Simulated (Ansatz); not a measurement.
# Molecular dynamics of H4C5N2O2

Input file:

```yaml
accuracy: low
crystal:
  lattice:
    - [6.06808, 0.0, 0.0]
    - [0.0, 6.415419, 0.0]
    - [-2.855809, 0.0, 6.997947]
  atoms:
    - { symbol: H, position: [0.44118386, 0.27390737, 0.48482423] }
    - { symbol: H, position: [0.55141964, 0.71978557, 0.56252241] }
    - { symbol: H, position: [0.56402733, 0.20825751, 0.86257234] }
    - { symbol: H, position: [0.5346717, 0.78402114, 0.22626128] }
    - { symbol: H, position: [0.31962037, 0.23067463, 0.92474632] }
    - { symbol: H, position: [0.77350268, 0.68025022, 0.03523335] }
    - { symbol: H, position: [0.96548364, 0.19579003, 0.14642509] }
    - { symbol: H, position: [0.11130692, 0.71722872, 0.8954999] }
    - { symbol: C, position: [0.80572184, 0.24442584, 0.51296354] }
    - { symbol: C, position: [0.14756868, 0.78842614, 0.46990337] }
    - { symbol: C, position: [0.77544033, 0.24372747, 0.31304945] }
    - { symbol: C, position: [0.19516813, 0.76072068, 0.67945646] }
    - { symbol: C, position: [0.64052013, 0.2495005, 0.5905191] }
    - { symbol: C, position: [0.36791207, 0.75624664, 0.44574295] }
    - { symbol: C, position: [0.71029673, 0.220887, 0.7781449] }
    - { symbol: C, position: [0.35304369, 0.74120251, 0.2518914] }
    - { symbol: C, position: [0.08234018, 0.22665808, 0.80838378] }
    - { symbol: C, position: [0.95071439, 0.74765074, 0.15084835] }
    - { symbol: "N", position: [0.94325004, 0.21761849, 0.90573082] }
    - { symbol: "N", position: [0.14109835, 0.72027629, 0.10866808] }
    - { symbol: "N", position: [0.03902019, 0.24335428, 0.63214745] }
    - { symbol: "N", position: [0.94553643, 0.80517783, 0.31717118] }
    - { symbol: O, position: [-0.02399251, 0.22050086, 0.28826601] }
    - { symbol: O, position: [1.00217628, 0.75404698, 0.72805541] }
    - { symbol: O, position: [0.58894309, 0.30126916, 0.18901868] }
    - { symbol: O, position: [0.39951272, 0.73466584, 0.80515152] }
basis:
  ecutwfc: 420.0
kpoints:
  mp_grid: { grid: [2, 2, 2] }
hamiltonian:
  xc: pbe
scf:
  occupations: { method: fermi_dirac, width: 0.05 }
  lower_state_search: "off"
md:
  timestep: 0.75
  n_steps: 50
  ensemble: nvt_langevin
  temperature: 2400.0
  initial_velocities: maxwell_boltzmann
  seed: 244273
  friction: 0.005
```

Command:

```bash
$ ansatz run input.yaml --threads 1 --pin off --max-ram 3072MiB --backend cpu --events-out ev --progress --plain --runs-dir out
```

It goes on from the last frame of an earlier run, with new velocities.

Output, in part (one step line in 2):

```
md step     0: t =     0.00 fs  T =  2307.7 K  F+E_penalty+E_count = -6435.43975370 eV  E_kin = 7.755600 eV  (10 SCF iters)
md step     2: t =     1.50 fs  T =  2061.5 K  F+E_penalty+E_count = -6434.70079855 eV  E_kin = 6.928053 eV  (10 SCF iters)
md step     4: t =     3.00 fs  T =  2060.0 K  F+E_penalty+E_count = -6434.47461078 eV  E_kin = 6.923090 eV  (10 SCF iters)
md step     6: t =     4.50 fs  T =  1913.5 K  F+E_penalty+E_count = -6434.27017538 eV  E_kin = 6.430720 eV  (8 SCF iters)
md step     8: t =     6.00 fs  T =  1470.4 K  F+E_penalty+E_count = -6432.90364655 eV  E_kin = 4.941759 eV  (8 SCF iters)
md step    10: t =     7.50 fs  T =  1492.8 K  F+E_penalty+E_count = -6432.90208904 eV  E_kin = 5.016896 eV  (10 SCF iters)
md step    12: t =     9.00 fs  T =  1736.2 K  F+E_penalty+E_count = -6433.85608795 eV  E_kin = 5.834910 eV  (9 SCF iters)
md step    14: t =    10.50 fs  T =  1715.6 K  F+E_penalty+E_count = -6433.58084538 eV  E_kin = 5.765714 eV  (8 SCF iters)
md step    16: t =    12.00 fs  T =  1600.2 K  F+E_penalty+E_count = -6433.35480403 eV  E_kin = 5.377770 eV  (7 SCF iters)
md step    18: t =    13.50 fs  T =  1617.4 K  F+E_penalty+E_count = -6433.51800169 eV  E_kin = 5.435610 eV  (10 SCF iters)
md step    20: t =    15.00 fs  T =  1779.2 K  F+E_penalty+E_count = -6433.88193605 eV  E_kin = 5.979382 eV  (10 SCF iters)
md step    22: t =    16.50 fs  T =  2016.2 K  F+E_penalty+E_count = -6434.55075979 eV  E_kin = 6.776020 eV  (10 SCF iters)
md step    24: t =    18.00 fs  T =  2202.2 K  F+E_penalty+E_count = -6434.89182644 eV  E_kin = 7.400978 eV  (8 SCF iters)
md step    26: t =    19.50 fs  T =  2472.2 K  F+E_penalty+E_count = -6435.67491083 eV  E_kin = 8.308612 eV  (8 SCF iters)
md step    28: t =    21.00 fs  T =  2358.1 K  F+E_penalty+E_count = -6435.23130387 eV  E_kin = 7.924889 eV  (9 SCF iters)
md step    30: t =    22.50 fs  T =  2002.4 K  F+E_penalty+E_count = -6434.00065286 eV  E_kin = 6.729591 eV  (10 SCF iters)
md step    32: t =    24.00 fs  T =  1920.1 K  F+E_penalty+E_count = -6433.43814640 eV  E_kin = 6.452874 eV  (8 SCF iters)
md step    34: t =    25.50 fs  T =  1896.0 K  F+E_penalty+E_count = -6433.34504324 eV  E_kin = 6.372087 eV  (8 SCF iters)
md step    36: t =    27.00 fs  T =  1775.3 K  F+E_penalty+E_count = -6433.05461319 eV  E_kin = 5.966241 eV  (8 SCF iters)
md step    38: t =    28.50 fs  T =  1712.7 K  F+E_penalty+E_count = -6432.79597512 eV  E_kin = 5.755867 eV  (8 SCF iters)
md step    40: t =    30.00 fs  T =  1628.7 K  F+E_penalty+E_count = -6432.68057198 eV  E_kin = 5.473646 eV  (10 SCF iters)
md step    42: t =    31.50 fs  T =  1738.2 K  F+E_penalty+E_count = -6432.87742417 eV  E_kin = 5.841830 eV  (8 SCF iters)
md step    44: t =    33.00 fs  T =  1875.6 K  F+E_penalty+E_count = -6433.15302861 eV  E_kin = 6.303506 eV  (8 SCF iters)
md step    46: t =    34.50 fs  T =  2103.1 K  F+E_penalty+E_count = -6433.75424178 eV  E_kin = 7.067900 eV  (7 SCF iters)
md step    48: t =    36.00 fs  T =  2114.7 K  F+E_penalty+E_count = -6433.85485247 eV  E_kin = 7.106997 eV  (7 SCF iters)
md step    50: t =    37.50 fs  T =  2086.7 K  F+E_penalty+E_count = -6433.57553201 eV  E_kin = 7.012733 eV  (10 SCF iters)
```

The run went to its last step. The mean temperature of the second half is 18 % below the set value. A run of 0.037 ps of so small a system gives no equilibrium averages. Limits of this set-up: coarse k mesh, low accuracy level.

Mean squared displacements from the first frame to the last, about the centre of mass: H 0.38 Å², C 0.17 Å², N 0.17 Å², O 0.19 Å².

Last frame:

```xyz
26
Lattice="6.0681 0.0000 0.0000 0.0000 6.4154 0.0000 -2.8558 0.0000 6.9979" Properties=species:S:1:pos:R:3
H 1.443 1.261 3.697
H 1.770 4.799 3.715
H 1.058 1.654 6.146
H 2.685 4.384 0.961
H -0.971 1.165 6.930
H 4.655 4.522 -0.028
H 5.436 2.083 0.596
H -1.915 4.267 6.739
C 3.545 1.518 3.925
C -0.206 4.832 2.965
C 3.719 1.700 2.334
C -0.796 4.702 4.664
C 2.184 1.322 4.374
C 1.437 4.932 2.751
C 1.954 1.722 5.651
C 1.833 4.457 1.621
C -1.840 1.461 6.176
C 5.426 4.680 0.772
N 2.953 1.705 6.624
N 0.743 4.412 0.655
N -1.573 1.532 4.780
N 4.950 4.689 2.049
O -1.218 1.764 1.766
O 4.096 4.746 4.960
O 2.640 2.051 1.752
O 0.199 4.793 5.410
```

Run time: 9.7 min on 1 CPU thread of a shared host.
